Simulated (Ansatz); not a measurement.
## Errors in the atomisation enthalpy at 298 K

6 molecules, all hydrocarbons; the atomisation enthalpy at 298 K in kJ/mol, computed less measured. Shapes, held fixed at every level: PBE0-D4/def2-TZVP. Flexible molecules stand in one conformer, not always the lowest. Thermal terms are harmonic and unscaled (PBE0-D4/def2-TZVP); the spin-orbit lowering of the free atoms is taken from their spectra. Programs: Ansatz 0.2.0. Measured values: Active Thermochemical Tables, CRC Handbook of Chemistry and Physics.

Levels: A = BHLYP-D4/def2-TZVPP; B = wB97X-V/def2-TZVPP; C = CCSD(T)/def2-SVP.

| molecule | from tabulated heats | A | B | C |
| --- | --- | --- | --- | --- |
| C3H4 (allene) | 2832 | -81 | -10 | -121 |
| C3H6 (propene) | 3438 | -78 | -9 | -136 |
| C4H8 (1-butene) | 4612 | -105 | -10 | -180 |
| C4H10 (butane) | 5173 | -99 | -2 | -194 |
| C5H10 (1,1-dimethylcyclopropane) | 5773 | -133 | +6 | -214 |
| C6H10 (1-methylcyclopentene) | 6485 | -164 | -2 | -244 |

(1) Sum up the errors.

## Answers

(1) 
| level | kind | mean error | mean absolute error | worst case |
| --- | --- | --- | --- | --- |
| BHLYP-D4/def2-TZVPP | global hybrid | -110.0 | 110.0 | C6H10 |
| wB97X-V/def2-TZVPP | range-separated hybrid | -4.5 | 6.5 | C3H4 |
| CCSD(T)/def2-SVP | coupled cluster or CI | -181.5 | 181.5 | C6H10 |

On this set wB97X-V/def2-TZVPP has the smallest mean absolute error and CCSD(T)/def2-SVP the largest. BHLYP-D4/def2-TZVPP is too low in 6 of 6; wB97X-V/def2-TZVPP is too low in 5 of 6; CCSD(T)/def2-SVP is too low in 6 of 6. For BHLYP-D4/def2-TZVPP and CCSD(T)/def2-SVP the error grows with the size of the molecule. Correlated wave functions converge slowly with the basis. The set is small.
